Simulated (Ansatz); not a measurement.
The system is Na.

```
CELL_PARAMETERS angstrom
-2.14100 2.14100 2.14100
2.14100 -2.14100 2.14100
2.14100 2.14100 -2.14100
ATOMIC_POSITIONS crystal
Na 0.00000 0.00000 0.00000
```

| Property | Result |
| --- | --- |
| Program | Ansatz 0.2.0 |
| Task | relaxation of cell and atoms |
| Functional | PBE |
| Dispersion | D4 |
| Potentials or basis | Ansatz PAW |
| Cutoff | 420 eV (not typed: the program's choice for these potentials) |
| k mesh | 9 × 9 × 9 |
| Occupations | fermi-dirac, width 0.05 eV |
| Spin | no spin polarisation |

At the start: volume 39.26 Å³/atom.

Task: Where does the relaxation end?

Result: It ends after 6 steps and the volume is 36.65 Å³/atom (-6.6 %); space group Im-3m (No. 229, to 0.05 Å).

The path:
```
step  energy change (eV)  largest force (eV/Å)  volume (Å³)
   1              0.0000                0.0000        39.26
   2             -0.0013                0.0000        38.80
   3             -0.0042                0.0000        36.39
   4             -0.0041                0.0000        36.39
   5             -0.0042                0.0000        36.65
   6             -0.0042                0.0000        36.65
```

Final structure:
```
Na
1.0
    -2.09248    2.09248    2.09248
     2.09248   -2.09248    2.09248
     2.09248    2.09248   -2.09248
Na
1
Direct
  0.00000 0.00000 0.00000
```

Caveat: the plane-wave basis is chosen anew once the cell has moved, so the energies of steps on either side of that aren't comparable; pairwise dispersion overbinds metals, which lowers pressure and volume.
